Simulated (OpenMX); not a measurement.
Runs of OpenMX 3.8.5 on PtSe2 (Sudovikovite). The structure is trigonal, space group P-3m1 (No. 164). The conventional cell has a = 3.724 Å, b = 3.724 Å, c = 5.062 Å, α = 90.00°, β = 90.00°, γ = 120.00°. Around Pt (site symmetry -3m) lie 6 Se at 2.49 Å. Se (site symmetry 3m) is surrounded by 3 Pt at 2.49 Å. 

```tsv
level	gap on the mesh (eV)	pressure (GPa)	largest force (eV/Å)
PBE+D4	none	4.5	(c)
PBE	none	8.2	(b)
PBE+D3(BJ)	none	4.4	0.89
PBE+D3	none	(a)	0.93
```

Alike in all rows: task single point; potentials or basis OpenMX 2013 PBE set, Pt7.0-s3p2d2f1, Se7.0-s3p2d2, grid cutoff 400 Ry; no spin polarisation; cell as given; k mesh 7 × 7 × 5; smearing fermi-dirac 0.05 eV.

Task: Fill in the values left out.

Result: (a) 5.4; (b) 0.86; (c) 0.90.

Caveats: the basis of atomic orbitals isn't converged, which shifts pressures, moduli and gaps; pairwise dispersion overbinds metals, which lowers pressure and volume (some runs).

A k mesh can miss the band edges, and the runs leave out spin-orbit coupling on Pt, Se.

A gap of «none» marks a metal or a gap under the smearing width.
